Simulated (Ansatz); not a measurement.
## K11I12: nudged elastic band, vacancy jump

Method: DFT PBE, scalar-relativistic, plane waves, PAW in Ansatz. The runs took a 420 eV cutoff, a Γ-centred 2×2×2 mesh and Gaussian smearing (0.05 eV). Spin–orbit coupling is left out, which matters for the heavy elements here. No spin polarisation.

5 inner image(s), climbing default, force tolerance 0.05 eV/Å, at most 60 iterations, fixed cell. The cell carries a charge of -1 e on a uniform background, with no finite-size correction, so the barrier is rough in so small a cell.

It took 8.7 min on 4 threads of Arm Neoverse V1 (shared host), peak memory 6.5 GiB.

Command:
```bash
ansatz run input.yaml --threads 4 --pin off --max-ram 9216MiB --backend cpu --events-out ev --progress --plain --runs-dir out
```

Input:
```yaml
crystal:
  lattice:
    - [4.3399769145, 8.679953829, 4.3399769145]
    - [8.679953829, 4.3399769145, -4.3399769145]
    - [-4.3399769145, 8.679953829, -4.3399769145]
  atoms:
    - { symbol: K, position: [0.9008105779, 0.6666666667, 0.2387128815] }
    - { symbol: K, position: [0.7450584366, -0.0211897588, 0.7648588646] }
    - { symbol: K, position: [0.1666666667, 0.6666666667, 0.5] }
    - { symbol: K, position: [0.4325227555, 0.6666666667, 0.7612871185] }
    - { symbol: K, position: [1.0001622943, -0.0003245886, 0.0] }
    - { symbol: K, position: [0.8384760381, 0.3230479238, 0.5] }
    - { symbol: K, position: [0.2761313222, -0.0211897588, 0.2351411354] }
    - { symbol: K, position: [0.0572020111, 0.3545230922, 0.7648588646] }
    - { symbol: K, position: [0.4948572952, 0.0102854096, 0.5] }
    - { symbol: K, position: [0.333171039, 0.3336579219, 0.0] }
    - { symbol: K, position: [0.5882748967, 0.3545230922, 0.2351411354] }
    - { symbol: I, position: [0.3658031023, 0.0105588659, 0.869897291] }
    - { symbol: I, position: [0.6236380318, 0.0105588659, 0.130102709] }
    - { symbol: I, position: [0.4588136576, 0.3322409422, 0.6236080194] }
    - { symbol: I, position: [0.8745196757, 0.0010923911, 0.3763919806] }
    - { symbol: I, position: [0.1243879332, 0.0010923911, 0.6236080194] }
    - { symbol: I, position: [0.7096953016, 0.3227744674, 0.869897291] }
    - { symbol: I, position: [0.5359721857, 0.6666666667, 0.3880691547] }
    - { symbol: I, position: [0.967530231, 0.3227744674, 0.130102709] }
    - { symbol: I, position: [0.7973611476, 0.6666666667, 0.6119308453] }
    - { symbol: I, position: [0.2089454001, 0.3322409422, 0.3763919806] }
    - { symbol: I, position: [0.0544613198, 0.6666666667, 0.8698005875] }
    - { symbol: I, position: [0.2788720135, 0.6666666667, 0.1301994125] }
total_charge: -1
basis:
  ecutwfc: 420
kpoints:
  mp_grid: { grid: [2, 2, 2] }
hamiltonian:
  xc: pbe
scf:
  occupations: { method: gaussian, width: 0.05 }
output:
  forces: true
neb:
  images: 5
  f_tol: 0.05
  max_iterations: 60
  order_check: false
  final_atoms:
    - { symbol: K, position: [0.9218098376, 0.6563803248, 0.25] }
    - { symbol: K, position: [0.6716082621, -0.3121433931, 0.9851409289] }
    - { symbol: K, position: [0.140535131, 0.6878566069, 0.5148590711] }
    - { symbol: K, position: [0.4165044606, 0.6669910788, 0.75] }
    - { symbol: K, position: [0.9841435892, 0.0, -0.011287144] }
    - { symbol: K, position: [0.8283917379, 0.3121433931, 0.5148590711] }
    - { symbol: K, position: [0.25, 0.0, 0.25] }
    - { symbol: K, position: [0.0834955394, 0.3330089212, 0.75] }
    - { symbol: K, position: [0.5158564108, 0.0, 0.511287144] }
    - { symbol: K, position: [0.359464869, 0.3121433931, -0.0148590711] }
    - { symbol: K, position: [0.5781901624, 0.3436196752, 0.25] }
    - { symbol: I, position: [0.3622054448, 0.0, 0.8801992883] }
    - { symbol: I, position: [0.6193055892, 0.0, 0.1380691449] }
    - { symbol: I, position: [0.4491365178, 0.3438921222, 0.6198972847] }
    - { symbol: I, position: [0.8806944108, 0.0, 0.3619308551] }
    - { symbol: I, position: [0.1377945552, 0.0, 0.6198007117] }
    - { symbol: I, position: [0.70697136, 0.3438921222, 0.8801027153] }
    - { symbol: I, position: [0.5421471918, 0.6655739917, 0.3736079955] }
    - { symbol: I, position: [0.9578528082, 0.3344260083, 0.1263920045] }
    - { symbol: I, position: [0.79302864, 0.6561078778, 0.6198972847] }
    - { symbol: I, position: [0.2077211835, 0.3344260083, 0.3736079955] }
    - { symbol: I, position: [0.0508634822, 0.6561078778, 0.8801027153] }
    - { symbol: I, position: [0.2922788165, 0.6655739917, 0.1263920045] }
```

Output (its end):
```
...
    - { symbol: K, position: [0.06829927038881228, 0.34204291991977137, 0.7558221728461394] }
    - { symbol: K, position: [0.502411464405516, 0.01018741346914023, 0.5061565674976374] }
    - { symbol: K, position: [0.34836745721991536, 0.3246237349751087, -0.005822222009404676] }
    - { symbol: K, position: [0.5848008678445566, 0.3598517167138131, 0.2397664723510298] }
    - { symbol: I, position: [0.3481434397869219, 0.0131048197969931, 0.8756831129260874] }
    - { symbol: I, position: [0.6164405147156149, 0.01425698250888005, 0.14566570136098317] }
    - { symbol: I, position: [0.45126316845891135, 0.33897942275594295, 0.6200776603498899] }
    - { symbol: I, position: [0.8783955991111103, -0.002018355596973248, 0.36796685450509015] }
    - { symbol: I, position: [0.13350842931294982, -0.0018365546160746815, 0.6214470164071111] }
    - { symbol: I, position: [0.7083333502856206, 0.33333333959251554, 0.8749999908170935] }
    - { symbol: I, position: [0.5382710244202544, 0.6686850363151413, 0.3820331756664675] }
    - { symbol: I, position: [0.9654034946549277, 0.3276872290224483, 0.12992230010988026] }
    - { symbol: I, position: [0.8002261047664901, 0.6524096861579602, 0.6043343337248481] }
    - { symbol: I, position: [0.2083333641165135, 0.3333333400349231, 0.3749999958142467] }
    - { symbol: I, position: [0.06852320542033818, 0.6535618223912647, 0.8743169002505036] }
    - { symbol: I, position: [0.2831582930907605, 0.6685032196731311, 0.12855297530195398] }
```

The calculation finished and met its thresholds.

Final band:

```csv
image,s (Å),ΔE (eV)
0,0.000,0.000
1,0.648,0.067
2,1.296,0.191
3,1.952,0.246
4,2.608,0.191
5,3.256,0.067
6,3.904,0.000
```

Highest image over the start 0.246 eV, over the end 0.246 eV. The order of the saddle wasn't checked, and a path that keeps a symmetry can read too high.

By iteration:

```tsv
iteration	largest band force component (eV/Å)	highest image (eV)
1	0.309	0.388
2	0.063	0.263
3	0.030	0.251
4	0.037	0.246
```

Images of the last band (Å, true forces in eV/Å):

```xyz
23
Lattice="4.340 8.680 4.340 8.680 4.340 -4.340 -4.340 8.680 -4.340" Properties=species:S:1:pos:R:3:forces:R:3 pbc="T T T" image=0 dE_eV=0.0000
K     8.660   12.784   -0.020   -0.001   -0.007   -0.001
K    -0.270   13.014    0.006    0.001   -0.001    0.001
K     4.340    8.680   -4.340    0.000    0.000    0.000
K     4.360   13.256   -4.320    0.001    0.007    0.001
K     4.338    8.680    4.342    0.000    0.000    0.000
K     4.273   13.020    0.067   -0.004    0.000    0.004
K    -0.006    4.346    0.270   -0.001    0.001   -0.001
K     0.006    8.674   -4.610    0.001   -0.001    0.001
K     0.067    8.680   -0.067    0.004    0.000   -0.004
K     4.342    4.340   -0.002    0.000    0.000    0.000
K     4.610    8.686   -0.006   -0.001    0.001   -0.001
I    -2.096   10.772   -2.234   -0.001   -0.001    0.000
I     2.234    6.588    2.096    0.000    0.001    0.001
I     2.169   10.837   -2.157    0.000   -0.001    0.002
I     2.171   10.863    2.157    0.000    0.001   -0.002
I    -2.157    6.497   -2.171    0.002   -0.001    0.000
I     2.106   15.112   -2.096    0.000   -0.001   -0.001
I     6.429   10.914   -2.251    0.002    0.000    0.002
I     6.436   10.928    2.234    0.001    0.001    0.000
I     6.591   15.126   -2.089   -0.002    0.000   -0.002
I     2.157    6.523   -2.169   -0.002    0.001    0.000
I     2.248   10.916   -6.432   -0.001    0.001   -0.001
I     6.432    6.444   -2.248    0.001   -0.001    0.001
23
Lattice="4.340 8.680 4.340 8.680 4.340 -4.340 -4.340 8.680 -4.340" Properties=species:S:1:pos:R:3:forces:R:3 pbc="T T T" image=1 dE_eV=0.0674
K     8.647   12.821    0.013   -0.013   -0.006   -0.003
K    -0.889   13.023   -0.003    0.167    0.004   -0.003
K     4.376    8.678   -4.368   -0.001   -0.001    0.019
K     4.355   13.219   -4.304   -0.005    0.007    0.000
K     4.344    8.638    4.317   -0.002    0.020    0.000
K     4.176   12.999    0.073   -0.011   -0.001    0.001
K    -0.020    4.348    0.193   -0.007    0.003    0.003
K     0.001    8.658   -4.558   -0.003    0.000   -0.005
K     0.075    8.726   -0.071    0.006   -0.019   -0.003
K     4.355    4.359    0.047   -0.003    0.001   -0.020
K     4.623    8.700   -0.031    0.011   -0.001    0.000
I    -2.139   10.742   -2.274    0.000    0.006    0.013
I     2.192    6.622    2.050   -0.006   -0.011    0.013
I     2.181   10.806   -2.186   -0.011    0.008    0.011
I     2.177   10.833    2.178   -0.016    0.019   -0.005
I    -2.149    6.525   -2.144   -0.007   -0.014   -0.005
I     2.107   15.129   -2.111   -0.028   -0.015    0.014
I     6.454   10.916   -2.238   -0.017   -0.008   -0.004
I     6.454   10.933    2.233   -0.017   -0.004   -0.002
I     6.552   15.090   -2.045   -0.012    0.015   -0.014
I     2.172    6.516   -2.171   -0.006   -0.001    0.000
I     2.213   10.951   -6.395   -0.007   -0.008   -0.012
I     6.459    6.447   -2.243   -0.013    0.005    0.000
23
Lattice="4.340 8.680 4.340 8.680 4.340 -4.340 -4.340 8.680 -4.340" Properties=species:S:1:pos:R:3:forces:R:3 pbc="T T T" image=2 dE_eV=0.1906
K     8.638   12.856    0.037   -0.020   -0.001    0.004
K    -1.522   13.022   -0.002    0.161    0.002   -0.001
K     4.384    8.676   -4.404    0.013   -0.001    0.030
K     4.349   13.182   -4.298   -0.010    0.001    0.006
K     4.342    8.592    4.304    0.005    0.022   -0.007
K     4.129   12.990    0.069   -0.025   -0.004    0.004
K    -0.032    4.347    0.142   -0.018    0.002   -0.009
K    -0.004    8.651   -4.518   -0.009   -0.005    0.000
K     0.065    8.772   -0.065    0.015   -0.022   -0.009
K     4.353    4.369    0.097    0.004    0.009   -0.023
K     4.610    8.709   -0.049    0.024    0.003   -0.003
I    -2.168   10.706   -2.319   -0.005   -0.004    0.006
I     2.166    6.657    2.006   -0.007   -0.006    0.006
I     2.197   10.786   -2.202   -0.008    0.004    0.013
I     2.193   10.812    2.201   -0.012    0.021    0.001
I    -2.138    6.543   -2.125   -0.003   -0.015   -0.002
I     2.138   15.161   -2.142   -0.025   -0.011    0.010
I     6.468   10.910   -2.228   -0.015   -0.013   -0.009
I     6.466   10.931    2.224   -0.016    0.000   -0.005
I     6.529   15.048   -2.003   -0.018    0.008   -0.006
I     2.174    6.513   -2.170   -0.004    0.000    0.001
I     2.189   10.992   -6.355   -0.013    0.002   -0.004
I     6.467    6.455   -2.237   -0.015    0.008   -0.003
23
Lattice="4.340 8.680 4.340 8.680 4.340 -4.340 -4.340 8.680 -4.340" Properties=species:S:1:pos:R:3:forces:R:3 pbc="T T T" image=3 dE_eV=0.2462
K     8.608   12.901    0.060   -0.005    0.003    0.001
K    -2.170   13.020    0.000    0.000    0.000    0.000
K     4.393    8.673   -4.416    0.002   -0.001    0.006
K     4.337   13.135   -4.288    0.003   -0.003    0.003
K     4.343    8.565    4.288   -0.003    0.003   -0.003
K     4.059   12.981    0.064   -0.012    0.001   -0.002
K    -0.053    4.347    0.076   -0.002    0.001   -0.006
K    -0.015    8.638   -4.468    0.003   -0.005    0.003
K     0.072    8.799   -0.060    0.005   -0.003   -0.001
K     4.355    4.382    0.128   -0.003    0.005   -0.003
K     4.621    8.719   -0.064    0.012   -0.001    0.002
I    -2.176   10.680   -2.346    0.003    0.007    0.007
I     2.167    6.677    1.981    0.004   -0.007    0.010
I     2.210   10.770   -2.204    0.006    0.005    0.003
I     2.198   10.810    2.224   -0.004    0.004    0.006
I    -2.134    6.545   -2.110    0.003   -0.003   -0.004
I     2.170   15.190   -2.170    0.000    0.000    0.000
I     6.482   10.890   -2.224    0.004   -0.004   -0.006
I     6.470   10.930    2.204   -0.006   -0.005   -0.003
I     6.513   15.023   -1.981   -0.004    0.007   -0.010
I     2.170    6.510   -2.170    0.000    0.000    0.000
I     2.176   11.020   -6.334   -0.003   -0.007   -0.007
I     6.474    6.475   -2.230   -0.003    0.003    0.004
23
Lattice="4.340 8.680 4.340 8.680 4.340 -4.340 -4.340 8.680 -4.340" Properties=species:S:1:pos:R:3:forces:R:3 pbc="T T T" image=4 dE_eV=0.1906
K     8.615   12.928    0.065   -0.015    0.022    0.009
K    -2.818   13.018    0.002   -0.161   -0.002    0.001
K     4.372    8.673   -4.482    0.018   -0.002    0.009
K     4.338   13.108   -4.304   -0.005   -0.022    0.007
K     4.331    8.518    4.298    0.010   -0.001   -0.006
K     4.070   12.991    0.049   -0.024   -0.003    0.003
K    -0.044    4.344    0.064   -0.013    0.001   -0.030
K    -0.013    8.651   -4.437   -0.004   -0.009    0.023
K     0.042    8.844   -0.037    0.020    0.001   -0.004
K     4.344    4.369    0.178    0.009    0.005    0.000
K     4.551    8.710   -0.069    0.025    0.004   -0.004
I    -2.189   10.708   -2.325    0.013   -0.002    0.004
I     2.150    6.652    2.003    0.018   -0.008    0.006
I     2.214   10.769   -2.224    0.016    0.000    0.005
I     2.212   10.790    2.228    0.015    0.013    0.009
I    -2.127    6.564   -2.103    0.015   -0.008    0.003
I     2.202   15.219   -2.198    0.025    0.011   -0.010
I     6.487   10.888   -2.201    0.012   -0.021   -0.001
I     6.483   10.913    2.202    0.008   -0.004   -0.013
I     6.514   15.043   -2.006    0.007    0.006   -0.006
I     2.166    6.507   -2.170    0.004    0.000   -0.001
I     2.168   10.994   -6.361    0.005    0.004   -0.006
I     6.478    6.477   -2.215    0.003    0.015    0.002
23
Lattice="4.340 8.680 4.340 8.680 4.340 -4.340 -4.340 8.680 -4.340" Properties=species:S:1:pos:R:3:forces:R:3 pbc="T T T" image=5 dE_eV=0.0674
K     8.605   12.974    0.071   -0.006    0.019    0.003
K    -3.451   13.017    0.003   -0.167   -0.004    0.003
K     4.360    8.672   -4.533    0.007   -0.003   -0.003
K     4.335   13.062   -4.317    0.002   -0.020    0.000
K     4.325    8.481    4.304    0.005   -0.007    0.000
K     4.057   13.000    0.031   -0.011    0.001    0.000
K    -0.036    4.342    0.028    0.001    0.001   -0.019
K    -0.015    8.661   -4.387    0.003   -0.001    0.020
K     0.033    8.878   -0.013    0.013    0.006    0.003
K     4.339    4.362    0.218    0.003    0.000    0.005
K     4.504    8.701   -0.073    0.011    0.001   -0.001
I    -2.213   10.748   -2.285    0.007    0.008    0.012
I     2.128    6.610    2.045    0.012   -0.015    0.014
I     2.226   10.767   -2.233    0.017    0.004    0.002
I     2.226   10.783    2.238    0.017    0.008    0.004
I    -2.119    6.573   -2.097    0.013   -0.005    0.000
I     2.233   15.251   -2.229    0.028    0.015   -0.014
I     6.503   10.867   -2.178    0.016   -0.019    0.005
I     6.498   10.894    2.186    0.011   -0.008   -0.011
I     6.488   15.078   -2.050    0.006    0.011   -0.013
I     2.168    6.504   -2.169    0.006    0.001    0.000
I     2.139   10.958   -6.406    0.000   -0.006   -0.013
I     6.489    6.495   -2.196    0.007    0.014    0.005
23
Lattice="4.340 8.680 4.340 8.680 4.340 -4.340 -4.340 8.680 -4.340" Properties=species:S:1:pos:R:3:forces:R:3 pbc="T T T" image=6 dE_eV=0.0000
K     8.613   13.020    0.067   -0.004    0.000    0.004
K    -4.070   13.026   -0.006   -0.001    0.001   -0.001
K     4.346    8.674   -4.610    0.001   -0.001    0.001
K     4.342   13.020   -4.342    0.000    0.000    0.000
K     4.320    8.444    4.320   -0.001   -0.007   -0.001
K     4.070   13.014    0.006    0.001   -0.001    0.001
K     0.000    4.340    0.000    0.000    0.000    0.000
K    -0.002    8.680   -4.338    0.000    0.000    0.000
K     0.020    8.916    0.020    0.001    0.007    0.001
K     4.334    4.346    0.270   -0.001    0.001   -0.001
K     4.407    8.680   -0.067    0.004    0.000   -0.004
I    -2.248   10.784   -2.248    0.001   -0.001    0.001
I     2.089    6.574    2.089    0.002    0.000    0.002
I     2.244   10.772   -2.234   -0.001   -0.001    0.000
I     2.251   10.786    2.251   -0.002    0.000   -0.002
I    -2.092    6.576   -2.092   -0.001    0.001   -0.001
I     2.234   15.268   -2.244    0.000    0.001    0.001
I     6.509   10.837   -2.157    0.000   -0.001    0.002
I     6.511   10.863    2.157    0.000    0.001   -0.002
I     6.446   15.112   -2.096    0.000   -0.001   -0.001
I     2.183    6.497   -2.171    0.002   -0.001    0.000
I     2.096   10.928   -6.446    0.001    0.001    0.000
I     6.497    6.523   -2.169   -0.002    0.001    0.000
```